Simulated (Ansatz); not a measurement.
Set up this calculation in Ansatz 0.2.0, as the native input.

* Task: relaxation of cell and atoms
* Functional: r2SCAN
* Potentials or basis: Ansatz PAW
* Cutoff: 500 eV (not typed: the program's choice for these potentials)
* k mesh: 10 × 10 × 1
* Occupations: fermi-dirac, width 0.05 eV
* Spin: no spin polarisation

WS2, a slab with vacuum:

```
CELL_PARAMETERS angstrom
3.18295 0.00000 0.00000
-1.59148 2.75652 0.00000
0.00000 0.00000 28.53222
ATOMIC_POSITIONS crystal
W 0.66667 0.33333 0.43436
W 0.66667 0.33333 0.88553
W 0.00000 0.00000 0.65929
S 0.66667 0.33333 0.60463
S 0.00000 0.00000 0.37971
S 0.00000 0.00000 0.83085
S 0.66667 0.33333 0.71395
S 0.00000 0.00000 0.48903
S 0.00000 0.00000 0.94019
```

The input as run:

input.yaml

```yaml
crystal:
  lattice:
    - [3.1829541699, 0.0, 0.0]
    - [-1.591477085, 2.7565191702, 0.0]
    - [0.0, 0.0, 28.53221786]
  atoms:
    - { symbol: W, position: [0.6666666667, 0.3333333333, 0.43436168] }
    - { symbol: W, position: [0.6666666667, 0.3333333333, 0.88553378] }
    - { symbol: W, position: [0.0, 0.0, 0.65928643] }
    - { symbol: S, position: [0.6666666667, 0.3333333333, 0.60462521] }
    - { symbol: S, position: [0.0, 0.0, 0.37971025] }
    - { symbol: S, position: [0.0, 0.0, 0.83084828] }
    - { symbol: S, position: [0.6666666667, 0.3333333333, 0.71395221] }
    - { symbol: S, position: [0.0, 0.0, 0.48903042] }
    - { symbol: S, position: [0.0, 0.0, 0.94018573] }
hamiltonian:
  xc: r2scan
  pseudopotentials: { kind: paw }
kpoints:
  mp_grid: { grid: [10, 10, 1] }
scf:
  occupations: { method: fermi_dirac, width: 0.05 }
output:
  forces: true
  stress: true
  eigenvalues: true
  write_density: true
  write_potential: true
  elf: true
  volumetric_format: npy
relax:
  f_tol: 0.01
  max_steps: 40
  cell: { stress_tol: 0.05 }
```

Potentials or basis: Ansatz PAW.

Launch:

```sh
$ ansatz run input.yaml --threads 4 --pin off --max-ram 11264MiB --backend cpu --events-out ev --progress --plain --runs-dir out
```

Results of the run:

* Relaxed volume: 27.95 Å³/atom
* Relaxed cell: a = 3.181 Å, b = 3.181 Å, c = 28.696 Å, α = 90.00°, β = 90.00°, γ = 120.00°
* Space group after relaxing (to 0.05 Å): P-6m2 (No. 187)
* Energy gained by relaxing: 0.2 meV/atom
* Ionic steps: 5
* Band gap on the k mesh: 1.65 eV, indirect (least direct gap 2.25 eV)

Caveat: the plane-wave basis is chosen anew once the cell has moved, so the energies of steps on either side of that aren't comparable; spin-orbit coupling is left out, which moves the levels of the heavy elements; the PAW data sets come from PBE, with cores solved anew for the run's functional, which leaves a small shift of forces and pressure.

Wall time 2.7 min on 4 threads of Intel(R) Xeon(R) Processor @ 2.50GHz (Skylake/Cascade Lake), with other jobs on the host, peak memory 1.1 GiB.
